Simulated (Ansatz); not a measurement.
## Yb under changes of volume

One of the cells (41.281 Å³/atom); the others are scaled copies at fixed shape and fractional positions:

```
Yb
1.0
     0.00000    2.74310    2.74310
     2.74310    0.00000    2.74310
     2.74310    2.74310    0.00000
Yb
1
Direct
  0.00000 0.00000 0.00000
```

```yaml
Program: Ansatz 0.2.0
Functional: PBE
Potentials_or_basis: Ansatz PAW
Cutoff: "420 eV (not typed: the program's choice for these potentials)"
k_mesh: 8 × 8 × 8
Occupations: fermi-dirac, width 0.05 eV
Spin: collinear spin, ferromagnetic start
Starting_moments: "[1.0] μB"
```

```tsv
volume (Å³/atom)	energy over the lowest point (meV/atom)	pressure (GPa)
38.805	0.00	-1.4
39.630	8.25	-1.7
40.456	17.83	-1.9
41.281	?	?
42.107	40.58	-2.3
42.933	53.45	-2.5
43.758	67.20	-2.7
```

Question: What does the run at 41.281 Å³/atom give?

Answer: Energy over the lowest point 28.68 meV/atom; pressure -2.1 GPa.

Worked out: A Birch-Murnaghan fit of order 3 (a polynomial in V^(-2/3)) to the other rows has no minimum within the range. It gives 28.66 meV/atom at 41.281 Å³/atom, against the run's 28.68, and -dE/dV = -2.2 GPa, against -2.1.

Energies are extrapolated to zero smearing.

Caveats: the starting moments weren't kept.
